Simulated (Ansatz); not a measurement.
**Single point of Ni**

The task is one self-consistent run of Ni. We look at Ni: the deposited crystal structure (space group Fm-3m), with 1 atom per cell. Source: COD entry 4320495, which need not be the ambient phase.

Computed with Ansatz 0.2.0 (DFT PBE, PAW, plane waves, scalar-relativistic, unless a step's input says otherwise).

## 1. The starting structure

It takes space group Fm-3m (No. 225, cubic). The conventional cell has a = 3.532 Å, b = 3.532 Å, c = 3.532 Å, α = 90.00°, β = 90.00°, γ = 90.00°. Ni (site symmetry m-3m) is surrounded by 12 Ni at 2.50 Å.

Structure file:

```cif
data_structure
_symmetry_space_group_name_H-M 'P 1'
_symmetry_Int_Tables_number 1
_cell_length_a 2.4975
_cell_length_b 2.4975
_cell_length_c 2.4975
_cell_angle_alpha 60.000
_cell_angle_beta 60.000
_cell_angle_gamma 60.000
_cell_volume 11.02
loop_
_atom_site_label
_atom_site_type_symbol
_atom_site_fract_x
_atom_site_fract_y
_atom_site_fract_z
_atom_site_occupancy
Ni1 Ni 0.00000 0.00000 0.00000 1
```

Atoms are counted from 1 in the order of input.yaml (Ni1 and so on).

The search for lower states is off throughout, and inputs that name a mixer don't switch to direct minimisation unless they say so. Spin is collinear, with starting moments Ni1 2.00 μB. β is the mixing step of the charge; the magnetisation has a step of its own, which the program sets unless it is named.

## 2. The run

input.yaml

```yaml
crystal:
  lattice:
    - [0.0, 1.76598, 1.76598]
    - [1.76598, 0.0, 1.76598]
    - [1.76598, 1.76598, 0.0]
  atoms:
    - { symbol: Ni, position: [0.0, 0.0, 0.0], spin: 2.0 }
magnetization:
  spin_polarized: true
hamiltonian:
  xc: pbe
  pseudopotentials: { kind: paw }
basis:
  ecutwfc: 420
kpoints:
  mp_grid: { grid: [13, 13, 13] }
scf:
  occupations: { method: fermi_dirac, width: 0.1 }
  lower_state_search: "off"
  algorithm: density_mixing
  max_iter: 60
  mixing: { algorithm: anderson, ndim: 8, beta: 3.0 }
output:
  forces: true
  stress: true
```

Command:

```console
ansatz run input.yaml --threads 2 --pin off --max-ram 5120MiB --backend cpu --events-out ev --progress --plain --runs-dir out
```

Standard output:

```text
Error: invalid value for `scf.mixing.beta`: must be finite and in (0, 1]; got 3
```

Wall time 0.03 s (2 threads of Arm Neoverse V2, shared host); peak memory 0.031 GiB.

## 3. What went wrong

The input was refused before the first iteration. Its message: invalid value for `scf.mixing.beta`: must be finite and in (0, 1]; got 3

Each of these is now tried alone: β lowered to 0.75; back to the default settings.

## 4. β lowered to 0.75

input.yaml, as its differences from that of step 2:

```diff
@@ -21,3 +21,3 @@
   max_iter: 60
-  mixing: { algorithm: anderson, ndim: 8, beta: 3.0 }
+  mixing: { algorithm: anderson, ndim: 8, beta: 0.75 }
 output:
```

Command:

```console
ansatz run input.yaml --threads 2 --pin off --max-ram 5120MiB --backend cpu --events-out ev --progress --plain --runs-dir out
```

Standard output (excerpt; [...] marks lines left out):

```text
[...]
Pseudopotentials: kind: paw
Pseudopotential: Ni, paw, valence charge 18, recommended cutoff 420 eV (normal), Ni.paw.azcp
Functional definition: PBE
[...]
Crystal: 1 atoms, lattice volume = 11.015 Å³
Basis set: ecut = 420 eV, 181 PW (Γ), exchange–correlation on 36×36×36 points (8 copies of the dense FFT grid, shifted against one another)
Bands: 14, of which v1, the nominal top of the filled ones, is band 9 counted from 1 (8 counted from 0)
Symmetry: 48 space group operations
Space group: Fm-3m (ITA 225), of the structure as read, at distance tolerance 2.2e-5 Å
Magnetic group: BNS 225.116 (UNI 1618), of the structure as read, at distance tolerance 2.2e-5 Å
k-points: 84 of 2197
[...]
Starting moments: Σ|m| = 2 μB on 1 of 1 site
[...]
this state was not tested for a lower state beside it, because the mixer in use, unlike msr1, does not test its closes by its own steps (another_mixer; see scf.mixing.algorithm and scf.lower_state_search)
SCF converged after 12 iterations
Magnetization: 0.6293 μB (9.3146 up, 8.6854 down)
Absolute magnetization: 0.7177 μB (∫|ρ↑−ρ↓|, with the PAW one-centre terms)
Spin contamination: 0.0069 ħ² per cell (⟨S²⟩ above its minimum at these occupations)
Per-site moments (μB) at R_I (Å): [(0.6669237566389753, 1.0302075575878509)]
Free energy (F): -5839.749129 eV
[...]
E sigma→0 (E₀):  -5839.723146 eV
Entropy (-TS):   -0.051966 eV (-51.966 meV/atom)
Fermi energy:    17.898612 eV
[...]
--- Forces (eV/Å), atoms counted from 1 ---
  atom   1  Ni    -0.00000000     0.00000000     0.00000000
[...]
--- Stress (GPa, compression-positive) ---
       -1.944363      -0.000000      -0.000000
        0.000000      -1.944363      -0.000000
        0.000000      -0.000000      -1.944363
  P = ⅓ Tr σ = -1.9444 GPa (-19.444 kbar)
```

It took 1.2 s on 2 threads of Arm Neoverse V2, shared host; peak memory 0.25 GiB.

This works: 12 iterations, ferromagnetic, site moments Ni1 0.67 μB, total 0.63 μB per cell, no gap on the k-mesh.

## 5. Back to the default settings

input.yaml, as its differences from that of step 2:

```diff
@@ -19,5 +19,2 @@
   lower_state_search: "off"
-  algorithm: density_mixing
-  max_iter: 60
-  mixing: { algorithm: anderson, ndim: 8, beta: 3.0 }
 output:
@@ -25 +22,5 @@
   stress: true
+  write_density: true
+  write_potential: true
+  elf: true
+  volumetric_format: npy
```

Command:

```console
ansatz run input.yaml --threads 2 --pin off --max-ram 5120MiB --backend cpu --events-out ev --progress --plain --runs-dir out
```

Its history (converged in 9 iterations):

```csv
iteration,Harris–Foulkes energy + 5840 (eV),largest residual (eV),M (μB),∫|m| (μB)
1,0.5265,1.45e+00,0.94,1.05
2,0.4179,8.46e-01,0.89,1.00
3,0.2528,2.55e-02,0.65,0.77
4,0.2451,3.41e-02,0.64,0.75
5,0.2518,4.48e-04,0.63,0.73
6,0.2509,3.08e-04,0.63,0.72
7,0.2509,5.70e-07,0.63,0.72
8,0.2509,1.41e-07,0.63,0.72
9,0.2509,1.56e-09,0.63,0.72
```

Wall time 1.4 s (2 threads of Arm Neoverse V2, shared host); peak memory 0.26 GiB.

Converged in 9 iterations, ferromagnetic, site moments Ni1 0.67 μB, total 0.63 μB per cell, no gap on the k-mesh. Against step 4: the same free energy.

## 6. All tries on one scale

Decimal logarithm of the largest residual (eV) by iteration, counted through all cycles of a run:

```
iteration  step 4  step 5
        1     0.2     0.2
        2    -1.3    -0.1
        3    -1.6    -1.6
        4    -1.9    -1.5
        5    -3.0    -3.3
        6    -4.0    -3.5
        7    -3.6    -6.2
        8    -4.0    -6.9
        9    -5.0    -8.8
       10    -6.6       -
       11    -7.2       -
       12    -8.0       -
```

## 7. What came out

| quantity | value |
| --- | --- |
| first try | input refused |
| step 4: β lowered to 0.75 | converged in 12 iterations |
| step 5: the default settings | converged in 9 iterations |
| state reached in step 5 | ferromagnetic, site moments Ni1 0.67 μB, total 0.63 μB per cell, no gap on the k-mesh |
| largest force there | 0.000 eV/Å |

What this shows: 2 of 2 changes make it converge; “the default settings” does so in 9 iterations, and none in fewer.
